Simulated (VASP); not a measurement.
C20N (a cell with a defect), 63 atoms in the cell. The cell holds a defect, 63 atoms: a = 7.143 Å, b = 7.143 Å, c = 7.143 Å, α = 90.00°, β = 90.00°, γ = 90.00°. The cell was built by a generator and needn't be a form met in nature.

```yaml
Program: VASP 6.6.1
Task: relaxation of the atoms
Functional: PBE
Potentials_or_basis: VASP PAW PBE potentials, release 64 (N, C)
Cutoff: 420 eV
k_mesh: 1 × 1 × 1
Occupations: gaussian, width 0.01 eV
Spin: collinear spin, ferromagnetic start
Fixed_moment: 1 μB
Pname: qdf-n3v0-64
Further_INCAR_settings: LREAL = Auto; ALGO = Normal; EDIFF = 1e-05; ISYM = 0; IBRION = 2; EDIFFG = -0.01; NSW = 40; NELECT = 255
```

Potentials or basis: VASP PAW PBE potentials, release 64 (N, C).

Command:

```bash
$ cat potpaw_PBE.64/N/POTCAR potpaw_PBE.64/C/POTCAR > POTCAR
$ mpirun -np 8 vasp_gam > vasp.out
```

Hardware: 8 MPI ranks on Intel(R) Xeon(R) Platinum 8559C (Emerald Rapids), with other jobs on the host.

Question: Estimate the wall time of this run.

Answer: Run time: 2.1 min on 8 MPI ranks on Intel(R) Xeon(R) Platinum 8559C (Emerald Rapids), with other jobs on the host, peak memory 0.15 GiB a rank. Counts: scf iterations 82, k points 1, ion steps 14.
